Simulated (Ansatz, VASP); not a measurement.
**InSb in VASP and in Ansatz**

```
In Sb
1.0
     0.00000    3.04221    3.04221
     3.04221    0.00000    3.04221
     3.04221    3.04221    0.00000
In Sb
1 1
Direct
  0.00000 0.00000 0.00000
  0.50000 0.50000 0.50000
```

Alike in both runs: task single point; functional PBE; k mesh 6 × 6 × 6; occupations fermi-dirac, width 0.02 eV; no spin polarisation.

|  | VASP | Ansatz |
| --- | --- | --- |
| version | VASP 6.6.1 | Ansatz 0.2.0 |
| potentials or method | VASP PAW PBE potentials, release 64 (In_d, Sb) | plane waves |
| plane-wave cutoff (eV) | 520 | 420 |
| valence electrons in the cell | 18 | 28 |

|  | VASP | Ansatz | Ansatz less VASP |
| --- | --- | --- | --- |
| pressure (GPa) | 1.6 | 1.6 | +0.01 |

The two sets of potentials don't hold the same shells in valence.

The runs have no spin-orbit coupling, so splittings on Sb are missing.
